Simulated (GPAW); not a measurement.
Runs of GPAW 26.7.0 on Os. Symmetry: P6_3/mmc, No. 194, hexagonal system. Conventional cell: a = 2.734 Å, b = 2.734 Å, c = 4.320 Å, α = 90.00°, β = 90.00°, γ = 120.00°. Os (site symmetry -6m2) is surrounded by 12 Os at 2.68 to 2.73 Å. 

```tsv
task	level	potentials or basis	cell	k mesh	maxiter	optimizer	fmax	max steps	eigensolver	other keys	mesh quality	gap on the mesh (eV)	pressure (GPa)	relaxed volume (Å³/atom)
relaxation of cell and atoms	PBE	GPAW PAW data sets (gpaw-data 1.2.1), pw	relaxed	8 × 8 × 5	150	FIRE	0.02 eV/Å	40	-	-	not flagged	none	0.1	(b)
relaxation of cell and atoms	OLYP	PAW data sets generated in the run's folder for this functional, pw	relaxed	8 × 8 × 5	150	LBFGS	0.05 eV/Å	100	davidson	-	not flagged	none	0.0	13.90
relaxation of cell and atoms	PBE+D3(BJ)	GPAW PAW data sets (gpaw-data 1.2.1), pw	relaxed	8 × 8 × 5	150	BFGS	0.02 eV/Å	60	-	-	not flagged	none	0.0	(a)
single point	PBE	GPAW PAW data sets (gpaw-data 1.2.1), pw	as given	6 × 6 × 3	60	-	-	-	-	several, not listed	coarse	none	7.2	-
single point	PBE	GPAW PAW data sets (gpaw-data 1.2.1), pw	as given	8 × 8 × 5	75	-	-	-	-	several, not listed	not flagged	none	5.8	-
```

Alike in all rows: no spin polarisation; cutoff (eV) 600; smearing fermi-dirac 0.05 eV.

Fill in the values left out.

(a) 13.92; (b) 14.18.

Caveats: some runs use coarse meshes; later steps reuse the first step's grids (some runs); pairwise dispersion overbinds metals, which lowers pressure and volume (some runs).

A k mesh can miss the band edges, and the runs leave out spin-orbit coupling on Os.

A gap of «none» marks a metal or a gap under the smearing width.
